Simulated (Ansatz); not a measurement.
**Clamped-ion strain scan in BiTe**

Method: DFT PBEsol, scalar-relativistic, plane waves, PAW in Ansatz. The runs took a 420 eV cutoff, a Γ-centred 16×16×16 mesh and Gaussian smearing (0.15 eV). Spin–orbit coupling is left out, which can shift energies with elements as heavy as these. No spin polarisation. Energies are free energies at this smearing, counted from the undisturbed cell; pressure is positive in compression.

Zero of the scan (relaxed at this level; with this scan's settings it stands at 0.1 GPa; it needn't be the usual structure):

```
CELL_PARAMETERS angstrom
0.00000 3.19715 3.19715
3.19715 0.00000 3.19715
3.19715 3.19715 0.00000
ATOMIC_POSITIONS crystal
Bi 0.00000 0.00000 0.00000
Te 0.50000 0.50000 0.50000
```

The cell is strained by ε times the Voigt pattern (0, 0, 0, 0, 0, 1) (xx, yy, zz, yz, xz, xy; engineering shear) with fractional coordinates fixed. The cell is metallic on the mesh throughout.

```
      ε  ΔE (meV/atom) stress summed along the pattern (GPa, tension positive) pressure (GPa)
-0.0600           -0.6                                                     0.11             0.0
-0.0300           -0.1                                                     0.05             0.0
 0.0000            0.0                                                     0.00             0.1
 0.0075            0.0                                                    -0.01             0.1
 0.0150            0.0                                                    -0.02             0.0
 0.0225           -0.1                                                    -0.04             0.0
 0.0375              ?                                                    -0.06             0.0
 0.0450           -0.3                                                        ?             0.0
 0.0525           -0.5                                                    -0.09             0.0
```

By symmetry 0.0600 repeats -0.0600, -0.0450 repeats 0.0450, 0.0300 repeats -0.0300, -0.0150 repeats 0.0150 in energy, with the opposite slope along the path. All sampled points lie below the start, which is a maximum along this line.

Task: Give the withheld values.

Result: ΔE (meV/atom) at ε = 0.0375: -0.2; stress summed along the pattern (GPa, tension positive) at ε = 0.0450: -0.07.